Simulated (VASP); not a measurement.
Input of a VASP 6.6.1 run:

File POSCAR:

```
CdS                                     
1.0
    0.0000000000      2.9687775098      2.9687775098
    2.9687775098     -0.0000000000      2.9687775098
    2.9687775098      2.9687775098     -0.0000000000
  Cd              S             
     1     1
Direct
     0.0000000000000000    1.0000000000000000    0.0000000000000000
     0.2500000000000000    0.2500000000000000    0.2500000000000000
```

INCAR.step1

```
SYSTEM = CdS
  PREC = Accurate
  ENCUT = 520
  EDIFF = 1E-5
  ISMEAR = 0
  SIGMA = 0.02
  LREAL = .FALSE.
  LASPH = .TRUE.
  NELM = 100
  ALGO = Normal
  ISIF = 2
  LWAVE = .TRUE.
  LCHARG = .FALSE.
  NBANDS = 16
  KPAR = 4
  GGA = PE
```

Contents of INCAR.step2:

```
SYSTEM = CdS
  PREC = Accurate
  ENCUT = 520
  EDIFF = 1E-7
  ISMEAR = 0
  SIGMA = 0.02
  LREAL = .FALSE.
  LASPH = .TRUE.
  NELM = 100
  ALGO = Normal
  ISIF = 2
  LWAVE = .FALSE.
  LCHARG = .FALSE.
  GGA = PE
  LHFCALC = .TRUE.
  HFSCREEN = 0.2
  PRECFOCK = Fast
  NBANDS = 16
  KPAR = 4
  ISTART = 1
```

Contents of KPOINTS:

```
Automatic mesh
0
G
  6 6 6
  0 0 0
```

File KPOINTS_OPT:

```
path GXWKGLUWLK,UX
10
line-mode
reciprocal
 0.0000000000  0.0000000000  0.0000000000  G
 0.5000000000  0.0000000000  0.5000000000  X

 0.5000000000  0.0000000000  0.5000000000  X
 0.5000000000  0.2500000000  0.7500000000  W

 0.5000000000  0.2500000000  0.7500000000  W
 0.3750000000  0.3750000000  0.7500000000  K

 0.3750000000  0.3750000000  0.7500000000  K
 0.0000000000  0.0000000000  0.0000000000  G

 0.0000000000  0.0000000000  0.0000000000  G
 0.5000000000  0.5000000000  0.5000000000  L

 0.5000000000  0.5000000000  0.5000000000  L
 0.6250000000  0.2500000000  0.6250000000  U

 0.6250000000  0.2500000000  0.6250000000  U
 0.5000000000  0.2500000000  0.7500000000  W

 0.5000000000  0.2500000000  0.7500000000  W
 0.5000000000  0.5000000000  0.5000000000  L

 0.5000000000  0.5000000000  0.5000000000  L
 0.3750000000  0.3750000000  0.7500000000  K

 0.6250000000  0.2500000000  0.6250000000  U
 0.5000000000  0.0000000000  0.5000000000  X
```

Potentials or basis: VASP PAW PBE potentials, release 64 (Cd, S).

Command:

```console
$ cat potpaw_PBE.64/Cd/POTCAR potpaw_PBE.64/S/POTCAR > POTCAR
$ cp INCAR.step1 INCAR
$ mpirun -np 4 vasp_std > vasp.out
$ cp INCAR.step2 INCAR
$ mpirun -np 4 vasp_std > vasp.out
```

Q: Predict the pressure.

A: -1.2 GPa.

Q: Predict the band gap on the k mesh.

A: 2.05 eV, direct.

Q: What does it give for the band gap along the path?

A: 2.05 eV, direct.

Levels at the corners of the path, in eV from the valence-band top:
| point | band 7 | band 8 | band 9 | band 10 | band 11 | band 12 |
| --- | --- | --- | --- | --- | --- | --- |
| Γ | 0.00 | 0.00 | 0.00 | 2.05 | 7.72 | 7.72 |
| X | -3.98 | -1.83 | -1.83 | 4.54 | 5.41 | 10.31 |
| X | -3.98 | -1.83 | -1.83 | 4.54 | 5.41 | 10.31 |
| W | -3.86 | -2.19 | -2.16 | 6.43 | 6.55 | 8.34 |
| W | -3.86 | -2.19 | -2.16 | 6.43 | 6.55 | 8.34 |
| K | -3.90 | -2.48 | -1.49 | 5.26 | 6.53 | 9.55 |
| K | -3.90 | -2.48 | -1.49 | 5.26 | 6.53 | 9.55 |
| Γ | 0.00 | 0.00 | 0.00 | 2.05 | 7.72 | 7.72 |
| Γ | 0.00 | 0.00 | 0.00 | 2.05 | 7.72 | 7.72 |
| L | -4.36 | -0.73 | -0.73 | 4.03 | 8.16 | 8.16 |
| L | -4.36 | -0.73 | -0.73 | 4.03 | 8.16 | 8.16 |
| U | -3.90 | -2.48 | -1.49 | 5.26 | 6.53 | 9.55 |
| U | -3.90 | -2.48 | -1.49 | 5.26 | 6.53 | 9.55 |
| W | -3.86 | -2.19 | -2.16 | 6.43 | 6.55 | 8.34 |
| W | -3.86 | -2.19 | -2.16 | 6.43 | 6.55 | 8.34 |
| L | -4.36 | -0.73 | -0.73 | 4.03 | 8.16 | 8.16 |
| L | -4.36 | -0.73 | -0.73 | 4.03 | 8.16 | 8.16 |
| K | -3.90 | -2.48 | -1.49 | 5.26 | 6.53 | 9.55 |
| U | -3.90 | -2.48 | -1.49 | 5.26 | 6.53 | 9.55 |
| X | -3.98 | -1.83 | -1.83 | 4.54 | 5.41 | 10.31 |

Caveat: the PAW data sets were made with another functional, which shifts forces and pressure a little.
